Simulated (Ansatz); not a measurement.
Base run

Ansatz input (lattice in Å, positions in fractions of it; a bare `kind: paw` takes the build's default datasets)
```yaml
crystal:
  lattice:
    - [0.0, 2.035, 2.035]
    - [2.035, 0.0, 2.035]
    - [2.035, 2.035, 0.0]
  atoms:
    - { symbol: Li, position: [0.0085113062, 0.0085113062, 0.0085113062] }
    - { symbol: F, position: [0.5, 0.5, 0.5] }
kpoints:
  mp_grid: { grid: [4, 4, 4] }
hamiltonian:
  xc: hse06
  pseudopotentials: { kind: paw }
scf:
  occupations: { method: fermi_dirac, width: 0.05 }
output:
  forces: true
  stress: true
  eigenvalues: true
```

Method: HSE06, plane waves, PAW datasets (generated soft set 1) in Ansatz 0.2.0 development build.

The cutoff used is 420 eV.

The stress includes the program's correction for the finite plane-wave basis.

It gives a pressure of -2.79 GPa and an rms force of 0.069 eV/Å, with a gap of 11.10 eV on the mesh.

(1) What changes with an exchange cutoff ratio of 1?

(2) What changes with an exchange cutoff ratio of 2?

(3) What changes with the regularized exchange singularity in place of the Wigner–Seitz cut?

## Answers

(1) The pressure increases by 0.04 GPa, the forces move by 0.0 meV/Å (rms), and the free energy changes by +43.78 meV/atom.

(2) The pressure doesn't move by more than 0.01 GPa, the forces move by 0.0 meV/Å (rms), and the free energy changes by +0.70 meV/atom.

(3) The pressure decreases by 0.01 GPa, the forces move by 0.0 meV/Å (rms), the gap stays the same within 0.01 eV, and the free energy changes by -0.14 meV/atom.

A gap read on the mesh is an upper bound of this method's gap, since the mesh can miss a band edge. The k-mesh is modest, so these values aren't fully converged in k.
